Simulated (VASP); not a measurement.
Runs of VASP 6.6.1 on Rh. It takes space group Fm-3m (No. 225, cubic). Conventional cell: a = 3.796 Å, b = 3.796 Å, c = 3.796 Å, α = 90.00°, β = 90.00°, γ = 90.00°. Around Rh (site symmetry m-3m) lie 12 Rh at 2.68 Å. 

| task | level | potentials or basis | U | cell | k mesh | cutoff (eV) | smearing | ladder | grid for exact exchange (PRECFOCK) | k mesh for the DOS | mesh quality | gap on the mesh (eV) | pressure (GPa) | V0 of scaled cells (Å³/atom) | relaxed volume (Å³/atom) | B0 (GPa) |
| --- | --- | --- | --- | --- | --- | --- | --- | --- | --- | --- | --- | --- | --- | --- | --- | --- |
| relaxation of cell and atoms | RPBE+D4+U | VASP PAW PBE potentials, release 54 (Rh) | Rh d U = 4 eV | relaxed | 12 × 12 × 12 | 580 | methfessel-paxton 0.2 eV | - | - | - | not flagged | none | 0.2 | - | (a) | - |
| single point | PBE | VASP PAW PBE potentials, release 54 (Rh_pv) | - | as given | 12 × 12 × 12 | 520 | gaussian 0.02 eV | - | - | - | not flagged | none | 7.4 | - | - | - |
| single point | PBE | VASP PAW PBE potentials, release 64 (Rh_pv) | - | as given | 12 × 12 × 12 | 520 | fermi-dirac 0.05 eV | - | - | - | not flagged | none | 7.3 | - | - | - |
| relaxation of cell and atoms | PBEsol | VASP PAW PBE potentials, release 64 (Rh_pv) | - | relaxed | 10 × 10 × 10 | 600 | fermi-dirac 0.05 eV | gaps | - | - | not flagged | none | 0.0 | - | 13.50 | - |
| single point | LDA | VASP PAW LDA potentials, release 64 (Rh_pv) | - | as given | 12 × 12 × 12 | 520 | gaussian 0.05 eV | - | - | - | not flagged | none | -9.1 | - | - | - |
| electric field gradients | HSE03 | VASP PAW PBE potentials, release 64 (Rh_pv) | - | as given | 6 × 6 × 6 | 520 | tetrahedron | - | Fast | - | coarse | none | 0.3 | - | - | - |
| equation of state | PBE | VASP PAW PBE potentials, release 64 (Rh_pv) | - | as given | 12 × 12 × 12 | 520 | fermi-dirac 0.05 eV | - | - | - | not flagged | - | - | (b) | - | 257 |
| single point | PBE | VASP PAW PBE potentials, release 54 (Rh_pv) | - | as given | 12 × 12 × 12 | 520 | gaussian 0.05 eV | - | - | - | not flagged | none | 7.3 | - | - | - |
| equation of state | PBEsol | VASP PAW PBE potentials, release 64 (Rh_pv) | - | as given | 12 × 12 × 12 | 520 | fermi-dirac 0.05 eV | free | - | - | not flagged | - | - | 13.50 | - | (c) |
| single point | PBEsol | VASP PAW PBE potentials, release 64 (Rh_pv) | - | as given | 12 × 12 × 12 | 520 | fermi-dirac 0.05 eV | free | - | - | not flagged | none | -3.8 | - | - | - |

Alike in all rows: no spin polarisation.

Q: Fill in the values left out.

A: (a) 12.68; (b) 14.04; (c) 296.

Caveats: some runs use coarse meshes; the PAW data sets were made with another functional, which shifts forces and pressure a little (some runs); U without spin polarisation on a metal has little footing (some runs); pairwise dispersion overbinds metals, which lowers pressure and volume (some runs); the U is typed as a test and isn't derived for this compound (some runs).

A k mesh can miss the band edges, and the runs leave out spin-orbit coupling on Rh.

A gap of «none» marks a metal or a gap under the smearing width.

Not every run made on this cell is shown here.
